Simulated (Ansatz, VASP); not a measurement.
## One calculation of SnO, two programs

File INCAR:

```
SYSTEM = SnO
ALGO     = Fast           ! electronic algorithm
EDIFF    = 1E-7           ! SCF threshold, eV
ENCUT    = 520            ! plane-wave cutoff, eV
GGA      = PE             ! functional
ISIF     = 2              ! what is computed and relaxed
ISMEAR   = 0              ! smearing method
IVDW     = 12             ! dispersion correction
LASPH    = .True.         ! aspherical terms in the spheres
LCHARG   = .True.         ! write CHGCAR
LELF     = .True.         ! ELF
LREAL    = .False.        ! projectors in reciprocal space
LVHAR    = .True.       
LWAVE    = .False.        ! write WAVECAR
NBANDS   = 28             ! bands
NELM     = 100            ! most SCF steps
PREC     = Accurate       ! precision mode
SIGMA    = 0.05           ! smearing width, eV
```

File KPOINTS:

```
k-points
0
Gamma
  10 6 8
  0 0 0
```

POSCAR

```
SnO
1.0
    3.5417687074      0.0000000000      0.0000000000
    0.0000000000      5.9899654367      0.0000000000
    0.0000000000      0.0000000000      3.7884459323
Sn O
2 2
Direct
    0.0000000000      0.2319090000      0.5131440000
    0.5000000000      0.7680910000      0.0131440000
    0.0000000000      0.8912500000      0.7368570000
    0.5000000000      0.1087500000      0.2368570000
```

Input for Ansatz:

```yaml
crystal:
  lattice:
    - [3.5417687074, 0.0, 0.0]
    - [0.0, 5.9899654367, 0.0]
    - [0.0, 0.0, 3.7884459323]
  atoms:
    - { symbol: Sn, position: [0.0, 0.231909, 0.513144] }
    - { symbol: Sn, position: [0.5, 0.768091, 0.013144] }
    - { symbol: O, position: [0.0, 0.89125, 0.736857] }
    - { symbol: O, position: [0.5, 0.10875, 0.236857] }
basis:
  ecutwfc: 420
kpoints:
  mp_grid: { grid: [10, 6, 8] }
hamiltonian:
  xc: pbe
  dispersion: d3bj
scf:
  occupations: { method: gaussian, width: 0.05 }
output:
  forces: true
  stress: true
  eigenvalues: true
```

Alike in both runs: task single point; functional PBE; dispersion D3(BJ); k mesh 10 × 6 × 8; occupations gaussian, width 0.05 eV; no spin polarisation.

```csv
,VASP,Ansatz
version,VASP 6.6.1,Ansatz 0.2.0
potentials or method,"VASP PAW PBE potentials, release 64 (Sn_d, O)","scalar-relativistic, plane waves, PAW"
plane-wave cutoff (eV),520,420
valence electrons in the cell,40,40
```

VASP gave:

```
gap on the k mesh at the Fermi level (eV)       : 1.29
least direct gap on the mesh (eV)               : 2.39
pressure (GPa)                                  : -3.8
largest component of the traceless stress (GPa) : 2.55
rms of the force components (eV/Å)              : 0.280
```

Problem. Estimate Ansatz's values.

Solution. gap on the k mesh at the Fermi level (eV): 1.30; least direct gap on the mesh (eV): 2.40; pressure (GPa): -4.0; largest component of the traceless stress (GPa): 2.67; rms of the force components (eV/Å): 0.302.

Atom by atom the forces differ by 0.030 eV/Å (rms over components).

Caveats: spin-orbit coupling is left out, which moves the levels of the heavy elements. As with any semilocal functional, this PBE gap is likely too small. A k mesh can miss the band edges.
